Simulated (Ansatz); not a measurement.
Input and command of a plane-wave DFT calculation in Ansatz:

```yaml
crystal:
  lattice:
    - [2.9764078228, 0.0, 0.0]
    - [0.0, 2.9764078228, 0.0]
    - [0.0, 0.0, 26.4410195571]
  atoms:
    - { symbol: Ru, position: [0.5, 0.5, 0.3214702059] }
    - { symbol: Al, position: [0.0, 0.0, 0.3777541139] }
    - { symbol: Ru, position: [0.5, 0.5, 0.4340380218] }
    - { symbol: Al, position: [0.0, 0.0, 0.4895652445] }
    - { symbol: Ru, position: [0.5, 0.5, 0.5475026899] }
    - { symbol: Al, position: [0.0, 0.0, 0.594989304] }
    - { symbol: H, position: [0.0, 0.0, 0.6828304587] }
basis:
  ecutwfc: 420
kpoints:
  mp_grid: { grid: [10, 10, 1] }
hamiltonian:
  xc: pbesol
scf:
  occupations: { method: gaussian, width: 0.1 }
output:
  forces: true
  stress: true
  eigenvalues: true
  write_density: true
  write_potential: true
  elf: true
  volumetric_format: npy
efield:
  axis: 3
  dipole_correction: true
  ramp_width: 0.04
```

```bash
ansatz run input.yaml --threads 1 --pin off --max-ram 2560MiB --backend cpu --events-out ev --progress --plain --runs-dir out
```

Processor: Intel(R) Xeon(R) Processor @ 2.50GHz (Skylake/Cascade Lake), 1 thread, on a host shared with other jobs.

Task: Estimate time, memory and problem size.

Result: About 54 s on 1 thread of Intel(R) Xeon(R) Processor @ 2.50GHz (Skylake/Cascade Lake) (shared host), peak memory 0.47 GiB. It solves 36 bands at 21 k points (the mesh reduced by the symmetry that the task leaves, which can be less than the crystal's) with about 4453 plane waves, in 11 SCF iterations.
